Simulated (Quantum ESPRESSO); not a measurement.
Here is a Quantum ESPRESSO 7.5 calculation.

pw.in

```
&CONTROL
  calculation = 'scf'
  prefix = 'pwscf'
  outdir = './tmp'
  pseudo_dir = './pseudo'
  tprnfor = .true.
  tstress = .true.
  disk_io = 'low'
/
&SYSTEM
  ibrav = 0
  celldm(1) = 8
  nat = 6
  ntyp = 2
  ecutwfc = 45
  ecutrho = 360
  nbnd = 40
  occupations = 'smearing'
  smearing = 'fd'
  degauss = 0.00367493
  nspin = 2
  starting_magnetization(1) = 0.2667
  starting_magnetization(2) = 0
/
&ELECTRONS
  conv_thr = 1.2d-09
  electron_maxstep = 120
  mixing_beta = 0.3
/
ATOMIC_SPECIES
Mn    54.9380 mn_lda_v1.5.uspp.F.UPF
O     15.9990 o_lda_v1.2.uspp.F.UPF
CELL_PARAMETERS alat
  1.0394482155588   0.0000000000000   0.0000000000000
  0.0000000000000   1.0394482155588   0.0000000000000
  0.0000000000000   0.0000000000000   0.6772490105695
ATOMIC_POSITIONS crystal
Mn     0.5000000000    0.5000000000    0.5000000000
Mn     0.0000000000    0.0000000000    0.0000000000
O      0.8049161500    0.1950838500    0.5000000000
O      0.6950838500    0.6950838500    0.0000000000
O      0.1950838500    0.8049161500    0.5000000000
O      0.3049161500    0.3049161500    0.0000000000
K_POINTS automatic
6 6 9 0 0 0
```

bands.in

```
&CONTROL
  calculation = 'bands'
  prefix = 'pwscf'
  outdir = './tmp'
  pseudo_dir = './pseudo'
  disk_io = 'low'
  verbosity = 'high'
/
&SYSTEM
  ibrav = 0
  celldm(1) = 8
  nat = 6
  ntyp = 2
  ecutwfc = 45
  ecutrho = 360
  nbnd = 40
  occupations = 'smearing'
  smearing = 'fd'
  degauss = 0.00367493
  nspin = 2
  starting_magnetization(1) = 0.2667
  starting_magnetization(2) = 0
/
&ELECTRONS
  conv_thr = 1d-08
  electron_maxstep = 120
  mixing_beta = 0.3
  diago_full_acc = .true.
  startingwfc = 'random'
/
ATOMIC_SPECIES
Mn    54.9380 mn_lda_v1.5.uspp.F.UPF
O     15.9990 o_lda_v1.2.uspp.F.UPF
CELL_PARAMETERS alat
  1.0394482155588   0.0000000000000   0.0000000000000
  0.0000000000000   1.0394482155588   0.0000000000000
  0.0000000000000   0.0000000000000   0.6772490105695
ATOMIC_POSITIONS crystal
Mn     0.5000000000    0.5000000000    0.5000000000
Mn     0.0000000000    0.0000000000    0.0000000000
O      0.8049161500    0.1950838500    0.5000000000
O      0.6950838500    0.6950838500    0.0000000000
O      0.1950838500    0.8049161500    0.5000000000
O      0.3049161500    0.3049161500    0.0000000000
K_POINTS crystal
60
 0.0000000000  0.0000000000  0.0000000000 1
 0.0000000000  0.1250000000  0.0000000000 1
 0.0000000000  0.2500000000  0.0000000000 1
 0.0000000000  0.3750000000  0.0000000000 1
 0.0000000000  0.5000000000  0.0000000000 1
 0.1250000000  0.5000000000  0.0000000000 1
 0.2500000000  0.5000000000  0.0000000000 1
 0.3750000000  0.5000000000  0.0000000000 1
 0.5000000000  0.5000000000  0.0000000000 1
 0.4285714286  0.4285714286  0.0000000000 1
 0.3571428571  0.3571428571  0.0000000000 1
 0.2857142857  0.2857142857  0.0000000000 1
 0.2142857143  0.2142857143  0.0000000000 1
 0.1428571429  0.1428571429  0.0000000000 1
 0.0714285714  0.0714285714  0.0000000000 1
 0.0000000000  0.0000000000  0.0000000000 1
 0.0000000000  0.0000000000  0.0625000000 1
 0.0000000000  0.0000000000  0.1250000000 1
 0.0000000000  0.0000000000  0.1875000000 1
 0.0000000000  0.0000000000  0.2500000000 1
 0.0000000000  0.0000000000  0.3125000000 1
 0.0000000000  0.0000000000  0.3750000000 1
 0.0000000000  0.0000000000  0.4375000000 1
 0.0000000000  0.0000000000  0.5000000000 1
 0.0000000000  0.1000000000  0.5000000000 1
 0.0000000000  0.2000000000  0.5000000000 1
 0.0000000000  0.3000000000  0.5000000000 1
 0.0000000000  0.4000000000  0.5000000000 1
 0.0000000000  0.5000000000  0.5000000000 1
 0.1000000000  0.5000000000  0.5000000000 1
 0.2000000000  0.5000000000  0.5000000000 1
 0.3000000000  0.5000000000  0.5000000000 1
 0.4000000000  0.5000000000  0.5000000000 1
 0.5000000000  0.5000000000  0.5000000000 1
 0.4375000000  0.4375000000  0.5000000000 1
 0.3750000000  0.3750000000  0.5000000000 1
 0.3125000000  0.3125000000  0.5000000000 1
 0.2500000000  0.2500000000  0.5000000000 1
 0.1875000000  0.1875000000  0.5000000000 1
 0.1250000000  0.1250000000  0.5000000000 1
 0.0625000000  0.0625000000  0.5000000000 1
 0.0000000000  0.0000000000  0.5000000000 1
 0.0000000000  0.5000000000  0.0000000000 1
 0.0000000000  0.5000000000  0.0625000000 1
 0.0000000000  0.5000000000  0.1250000000 1
 0.0000000000  0.5000000000  0.1875000000 1
 0.0000000000  0.5000000000  0.2500000000 1
 0.0000000000  0.5000000000  0.3125000000 1
 0.0000000000  0.5000000000  0.3750000000 1
 0.0000000000  0.5000000000  0.4375000000 1
 0.0000000000  0.5000000000  0.5000000000 1
 0.5000000000  0.5000000000  0.0000000000 1
 0.5000000000  0.5000000000  0.0625000000 1
 0.5000000000  0.5000000000  0.1250000000 1
 0.5000000000  0.5000000000  0.1875000000 1
 0.5000000000  0.5000000000  0.2500000000 1
 0.5000000000  0.5000000000  0.3125000000 1
 0.5000000000  0.5000000000  0.3750000000 1
 0.5000000000  0.5000000000  0.4375000000 1
 0.5000000000  0.5000000000  0.5000000000 1
```

Potentials or basis: GBRV 1.5 LDA.

Command:

```console
$ OMP_NUM_THREADS=1 mpirun -n 2 pw.x -nk 2 -in pw.in > pw.out
$ OMP_NUM_THREADS=1 mpirun -n 2 pw.x -nk 2 -in bands.in > bands.out
```

(1) Predict the band gap on the k mesh.

(2) Estimate the absolute moment.

## Answers

(1) none (metal or under the smearing width).

(2) 5.92 μB per cell.

Caveat: semilocal functionals often make such compounds metallic where correlation or magnetic order opens a gap, which also shifts bond lengths.
